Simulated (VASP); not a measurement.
# GaSb in VASP: further runs, part 3 of 3

VASP 6.6.1. The steps go on from the part before.

### Step 4. Single point, PBE

This run uses another cell than the first one, of 27.21 Å³/atom, 0.951 times its volume.

File INCAR:

```
SYSTEM = GaSb
ALGO = Normal
EDIFF = 1E-6
ENCUT = 500
GGA = PE
GGA_COMPAT = .FALSE.
ISIF = 2
ISMEAR = 0
LASPH = .TRUE.
LCHARG = .TRUE.
LELF = .TRUE.
LREAL = .FALSE.
LVHAR = .TRUE.
LWAVE = .FALSE.
NBANDS = 16
NELM = 120
PREC = Accurate
SIGMA = 0.02
```

File KPOINTS:

```
k-points
0
G
  5 5 5
  0 0 0
```

File POSCAR:

```
GaSb
1.0
    0.0000000000      2.9825250000      3.0590000000
    2.9825250000      0.0000000000      3.0590000000
    2.9825250000      2.9825250000      0.0000000000
Ga Sb
1 1
Direct
    0.0000000000      0.0000000000      0.0000000000
    0.2500000000      0.2500000000      0.2500000000
```

Potentials or basis: VASP PAW PBE potentials, release 64 (Ga_d, Sb).

Run with:

```console
$ cat potpaw_PBE.64/Ga_d/POTCAR potpaw_PBE.64/Sb/POTCAR > POTCAR
$ mpirun -np 1 vasp_std > vasp.out
```

OUTCAR:

```text
SYSTEM = GaSb
   EDIFF = 1E-6
   ENCUT = 500
   GGA = PE
   ISIF = 2
   ISMEAR = 0
   LASPH = .TRUE.
   LREAL = .FALSE.
   NELM = 120
   PREC = Accurate

 ion  position               nearest neighbor table
   1  0.000  0.000  0.000-   2 2.61   2 2.61   2 2.61   2 2.61
   2  0.250  0.250  0.250-   1 2.61   1 2.61   1 2.61   1 2.61

  LATTYP: Found a body centered tetragonal cell.
 ALAT       =     4.2179273051
 C/A-ratio  =     1.4504754486

  Lattice vectors:

 A1 = (  -2.9825250000,   0.0000000000,   3.0590000000)
 A2 = (   2.9825250000,   0.0000000000,   3.0590000000)
 A3 = (   0.0000000000,   2.9825250000,  -3.0590000000)

Analysis of symmetry for initial positions (statically):
=====================================================================
 Subroutine PRICEL returns:
 Original cell was already a primitive cell.

 Routine SETGRP: Setting up the symmetry group for a
 body centered tetragonal supercell.

 Subroutine GETGRP returns: Found  8 space group operations
 (whereof  8 operations were pure point group operations)
 out of a pool of 16 trial point group operations.

The static configuration has the point symmetry D_2d.

Analysis of symmetry for dynamics (positions and initial velocities):
=====================================================================
 Subroutine PRICEL returns:
 Original cell was already a primitive cell.

 Routine SETGRP: Setting up the symmetry group for a
 body centered tetragonal supercell.

 Subroutine GETGRP returns: Found  8 space group operations
 (whereof  8 operations were pure point group operations)
 out of a pool of 16 trial point group operations.

The dynamic configuration has the point symmetry D_2d.

 Subroutine INISYM returns: Found  8 space group operations
 (whereof  8 operations are pure point group operations),
 and found     1 'primitive' translations

----------------------------------------------------------------------------------------

                                     Primitive cell

  volume of cell :      54.4224

  direct lattice vectors                    reciprocal lattice vectors
     0.000000000  2.982525000  3.059000000    -0.167643188  0.167643188  0.163452109
     2.982525000  0.000000000  3.059000000     0.167643188 -0.167643188  0.163452109
     2.982525000  2.982525000  0.000000000     0.167643188  0.167643188 -0.163452109

  length of vectors
     4.272345536  4.272345536  4.217927305     0.287967132  0.287967132  0.287967132

  position of ions in fractional coordinates (direct lattice)
     0.000000000  0.000000000  0.000000000
     0.250000000  0.250000000  0.250000000

  ion indices of the primitive-cell ions
   primitive index   ion index
                 1           1
                 2           2

----------------------------------------------------------------------------------------

 KPOINTS: k-points

Automatic generation of k-mesh.
 Grid dimensions read from file:
 generate k-points for:    5    5    5

 Generating k-lattice:

  Cartesian coordinates                     Fractional coordinates (reciprocal lattice)
    -0.033528638  0.033528638  0.032690422     0.200000000  0.000000000  0.000000000
     0.033528638 -0.033528638  0.032690422     0.000000000  0.200000000  0.000000000
     0.033528638  0.033528638 -0.032690422    -0.000000000 -0.000000000  0.200000000

  Length of vectors
     0.057593426  0.057593426  0.057593426

  Shift w.r.t. Gamma in fractional coordinates (k-lattice)
     0.000000000  0.000000000  0.000000000

 Subroutine IBZKPT returns following result:
 ===========================================

 Found     18 irreducible k-points:

 Following reciprocal coordinates:
            Coordinates               Weight
  0.000000  0.000000  0.000000      1.000000
  0.200000  0.000000  0.000000      8.000000
  0.400000 -0.000000  0.000000      8.000000
  0.200000  0.200000  0.000000      2.000000
  0.400000  0.200000  0.000000      8.000000
 -0.400000  0.200000  0.000000      8.000000
[... 10 lines left out ...]
 -0.400000  0.000000  0.400000      8.000000
 -0.400000  0.200000  0.400000      8.000000
   k-points           NKPTS =     18   k-points in BZ     NKDIM =     18   number of bands    NBANDS=     16
   number of dos      NEDOS =    301   number of ions     NIONS =      2
   total plane-waves  NPLWV =  32768
   dimension x,y,z NGX =    32 NGY =   32 NGZ =   32
   dimension x,y,z NGXF=    64 NGYF=   64 NGZF=   64
   ions per type =               1   1
   NGX,Y,Z   is equivalent  to a cutoff of  12.45, 12.45, 12.61 a.u.
   NGXF,Y,Z  is equivalent  to a cutoff of  24.90, 24.90, 25.23 a.u.
 SYSTEM =  GaSb
   PREC   = accura    normal or accurate (medium, high low for compatibility)
   ISTART =      0    job   : 0-new  1-cont  2-samecut
   ICHARG =      2    charge: 1-file 2-atom 10-const
   ISPIN  =      1    spin polarized calculation?
   LNONCOLLINEAR =      F non collinear calculations
   LSORBIT =      F    spin-orbit coupling
   LASPH  =      T    aspherical Exc in radial PAW
   ENCUT  =  500.0 eV  36.75 Ry    6.06 a.u.   7.79  7.79  7.69*2*pi/ulx,y,z
   NELM   =    120;   NELMIN=  2; NELMDL= -5     # of ELM steps
   EDIFF  = 0.1E-05   stopping-criterion for ELM
   LREAL  =      F    real-space projection
   EDIFFG = 0.1E-04   stopping-criterion for IOM
   NSW    =      0    number of steps for IOM
   IBRION =     -1    ionic relax: 0-MD 1-quasi-New 2-CG
   NFREE  =      0    steps in history (QN), initial steepest desc. (CG)
   ISIF   =      2    stress and relaxation
   ISYM   =      2    0-nonsym 1-usesym 2-fastsym
   POTIM  = 0.5000    time-step for ionic-motion
   TEBEG  =    0.0;   TEEND  =   0.0 temperature during run
   PSTRESS=    0.0 pullay stress
   NELECT =      18.0000    total number of electrons
   NUPDOWN=      -1.0000    fix difference up-down
   EMIN   =  10.00;   EMAX   =-10.00  energy-range for DOS
   EFERMI =   0.00;   METHOD = LEGACY
   ISMEAR =     0;   SIGMA  =   0.02  broadening in eV -4-tet -1-fermi 0-gaus
   EFERMI_NEDOS =   21; number of points for ismear=-14 and -15
   IALGO  =     38    algorithm
   IMIX   =      4    mixing-type and parameters
     AMIX     =   0.40;   BMIX     =  1.00
     AMIX_MAG =   1.60;   BMIX_MAG =  1.00
  volume/ion in A,a.u.               =      27.21       183.63
  Fermi-wavevector in a.u.,A,eV,Ry     =   1.132156  2.139465 17.439652  1.281778
  Thomas-Fermi vector in A             =   2.268857
   LORBIT       =      0    0 simple, 1 ext, 2 COOP (PROOUT), +10 PAW based schemes
   GGA     = PE    functional components
   LHFCALC =     F    Hartree Fock is set to
   AEXX    =    0.0000 exact exchange contribution
   IVDW    =     0    specifies the selected vdW correction
   LEPSILON=     F    determine dielectric tensor
   LRPA    =     F    only Hartree local field effects (RPA)
 non-spin polarized calculation
 Gauss-broadening in eV      SIGMA  =   0.02
  energy-cutoff  :      500.00
  volume of cell :       54.42
 maximum number of plane-waves:      1389
   NGX = 15   NGY = 15   NGZ = 15

 number of electron      18.0000002 magnetization

 Free energy of the ion-electron system (eV)
  ---------------------------------------------------
  ext. energy  EPLUGINS =         0.00000000
  ---------------------------------------------------
  free energy    TOTEN  =        -7.20505362 eV

  energy without entropy =       -7.20505362  energy(sigma->0) =       -7.20505362

 E-fermi :   5.6294     XC(G=0):  -9.3010

 val. band max:        5.4738879365   @ k =   0.0000   0.0000   0.0000
 cond. band min:       5.8167775499   @ k =   0.0000   0.0000   0.0000
 fundamental gap:      0.3428896134
 Fermi energy:         5.6294423968

 k-point     1 :       0.0000    0.0000    0.0000
  band No.  band energies     occupation
      1      -9.7450      2.00000
      2      -9.7417      2.00000
      3      -9.7417      2.00000
      4      -9.6865      2.00000
      5      -9.6843      2.00000
      6      -6.4197      2.00000
[... 8 lines left out ...]
     15      13.8650      0.00000
     16      14.3192      0.00000
[... 305 lines left out ...]
 k-point    18 :      -0.4000    0.2000    0.4000
  band No.  band energies     occupation
      1      -9.7867      2.00000
      2      -9.7240      2.00000
      3      -9.7181      2.00000
      4      -9.6944      2.00000
      5      -9.6830      2.00000
      6      -4.0474      2.00000
[... 8 lines left out ...]
     15      15.2279      0.00000
     16      17.6835      0.00000

------------------------ aborting loop because EDIFF is reached ----------------------------------------

  FORCE on cell =-STRESS in cart. coord.  units (eV):
  Direction    XX          YY          ZZ          XY          YZ          ZX
  --------------------------------------------------------------------------------------
  -------------------------------------------------------------------------------------
  Total        2.0319410      2.0319410      1.6260376      0.0000000     -0.0000000      0.0000000
  in kB       59.8196702     59.8196702     47.8700093      0.0000000     -0.0000000      0.0000000
  external PRESSURE =      55.8364499 kB  Pullay stress =       0.0000000 kB

 VOLUME and BASIS-vectors are now :
 -----------------------------------------------------------------------------
  energy-cutoff  :      500.00
  volume of cell :       54.42
      direct lattice vectors                 reciprocal lattice vectors
     0.000000000  2.982525000  3.059000000    -0.167643188  0.167643188  0.163452109
     2.982525000  0.000000000  3.059000000     0.167643188 -0.167643188  0.163452109
     2.982525000  2.982525000  0.000000000     0.167643188  0.167643188 -0.163452109

 POSITION                                       TOTAL-FORCE (eV/Angst)
 -----------------------------------------------------------------------------------
      0.00000      0.00000      0.00000         0.000000      0.000000      0.000000
      1.49126      1.49126      1.52950        -0.000000     -0.000000     -0.000000
 -----------------------------------------------------------------------------------
    total drift:                               -0.000000     -0.000000      0.000002

  FREE ENERGIE OF THE ION-ELECTRON SYSTEM (eV)
  ---------------------------------------------------
  free  energy   TOTEN  =        -7.2050536247 eV

  energy  without entropy=       -7.2050536247  energy(sigma->0) =       -7.20505362
```

Run time: 25 s. Hardware: 1 thread of Intel Xeon 8259CL, shared host; peak memory 0.18 GiB.

What came out:

```yaml
Free_energy: -7.2051 eV
Pressure: 5.6 GPa
Band_gap_on_the_k_mesh: 0.34 eV, direct
```

Levels at points of the mesh, in eV from the valence-band top:
```
           k point  band 5  band 6  band 7  band 8  band 9  band 10  band 11  band 12  band 13  band 14
(0.00, 0.00, 0.00)  -15.16  -11.89   -0.16    0.00    0.00     0.34     2.67     2.67     2.75     5.80
```

Caveat: spin-orbit coupling is left out, which moves the levels of the heavy elements. A k mesh can miss the band edges.

### Step 5. Single point, PBE

This run uses another cell than the first one, of 30.07 Å³/atom, 1.051 times its volume.

File INCAR:

```
SYSTEM = GaSb
ALGO = Normal ; EDIFF = 1E-6
ENCUT = 500 ; GGA = PE
GGA_COMPAT = .FALSE. ; ISIF = 2
ISMEAR = 0 ; LASPH = .TRUE.
LCHARG = .TRUE. ; LELF = .TRUE.
LREAL = .FALSE. ; LVHAR = .TRUE.
LWAVE = .FALSE. ; NBANDS = 16
NELM = 120 ; PREC = Accurate
SIGMA = 0.02
```

KPOINTS is that of step 4.

File POSCAR:

```
GaSb
1.0
    0.0000000000      3.1354750000      3.0590000000
    3.1354750000      0.0000000000      3.0590000000
    3.1354750000      3.1354750000      0.0000000000
Ga Sb
1 1
Direct
    0.0000000000      0.0000000000      0.0000000000
    0.2500000000      0.2500000000      0.2500000000
```

Run with:

```console
$ cat potpaw_PBE.64/Ga_d/POTCAR potpaw_PBE.64/Sb/POTCAR > POTCAR
$ mpirun -np 1 vasp_std > vasp.out
```

Run time: 29 s. Hardware: 1 thread of Intel Xeon 8259CL, shared host; peak memory 0.18 GiB.

The run converged. Its results:

* Free energy: -7.3005 eV
* Pressure: 0.2 GPa
* Band gap on the k mesh: 0.13 eV, direct

Stress tensor (GPa, compression positive):
```
-0.09  0.00  0.00
 0.00 -0.09  0.00
 0.00  0.00  0.70
```

Levels at points of the mesh, in eV from the valence-band top:
| k point | band 5 | band 6 | band 7 | band 8 | band 9 | band 10 | band 11 | band 12 | band 13 | band 14 |
| --- | --- | --- | --- | --- | --- | --- | --- | --- | --- | --- |
| (0.00, 0.00, 0.00) | -14.87 | -11.10 | -0.27 | 0.00 | 0.00 | 0.13 | 2.78 | 2.85 | 2.85 | 5.81 |

Caveat: spin-orbit coupling is left out, which moves the levels of the heavy elements.

### Step 6. Summary

```tsv
cell	gap on the mesh (eV)	pressure (GPa)
a = 4.326 Å, angles 60.0°, 2 atoms	0.03	2.4
a = 4.219, b = 4.219, c = 4.110 Å, angles 60.9, 60.9, 58.3°, 2 atoms	0.44	9.6
a = 4.272, b = 4.272, c = 4.218 Å, angles 60.4, 60.4, 59.2°, 2 atoms	0.34	5.6
a = 4.380, b = 4.380, c = 4.434 Å, angles 59.6, 59.6, 60.8°, 2 atoms	0.13	0.2
```

Alike in all rows: task single point; level PBE; potentials or basis VASP PAW PBE potentials, release 64 (Ga_d, Sb); no spin polarisation; k mesh 5 × 5 × 5; cutoff (eV) 500; smearing gaussian 0.02 eV.

Caveats: spin-orbit coupling is left out, which moves the levels of the heavy elements.

Total energies depend on the potentials used, so only differences within one code and one set of settings carry meaning.

### Step 7. How close it comes

Step 2. A measured gap of GaSb is 0.811 eV (direct; 4.2 K; a printed reference work, data compilation); the calculated 0.03 eV misses it by -0.78 eV. Spin-orbit coupling on Ga, Sb is left out. The value is that of PBE on a finite k mesh, which can miss the band edges, without temperature or zero-point motion. Semilocal functionals fall short of measured gaps as a rule.
